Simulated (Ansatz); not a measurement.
HfO2:

```
Hf O
1.0
     5.11800    0.00000    0.00000
     0.00000    5.18570    0.00000
    -0.85866    0.00000    5.21387
Hf O
4 8
Direct
  0.27550 0.46030 0.70800
  0.72450 0.96030 0.79200
  0.72450 0.53970 0.29200
  0.27550 0.03970 0.20800
  0.07420 0.16840 0.84670
  0.92580 0.66840 0.65330
  0.92580 0.83160 0.15330
  0.07420 0.33160 0.34670
  0.44870 0.74190 0.98010
  0.55130 0.24190 0.51990
  0.55130 0.25810 0.01990
  0.44870 0.75810 0.48010
```

Base run:

- Program: Ansatz 0.2.0
- Functional: PBE
- Potentials or basis: Ansatz PAW
- Cutoff: 420 eV
- Density cutoff: 1680 eV
- k mesh: 5 × 5 × 5
- Occupations: fermi-dirac, width 0.05 eV
- Spin: no spin polarisation

Its results: band gap on the k mesh 4.21 eV, indirect (least direct gap 4.27 eV); pressure 5.9 GPa; largest force 0.482 eV/Å.

Task: The run is repeated on the same cell with these changes: potentials or basis from Ansatz PAW to SPMS NC; cutoff from 420 eV to 1034 eV; density cutoff from 1680 eV to 4136 eV; valence electrons from 152 to 96. What comes out?

Result: Band gap on the k mesh 4.22 eV, indirect (least direct gap 4.28 eV); pressure 3.7 GPa; largest force 0.451 eV/Å.

Caveats: spin-orbit coupling is left out, which moves the levels of the heavy elements; odd divisions of the mesh miss points on the zone boundary, where band edges often lie, so the gap on the mesh can be too wide (some runs); the k mesh misses the band edges, so the gap on the mesh is wider than the one along the path (some runs).

Not every run made on this cell is shown here.
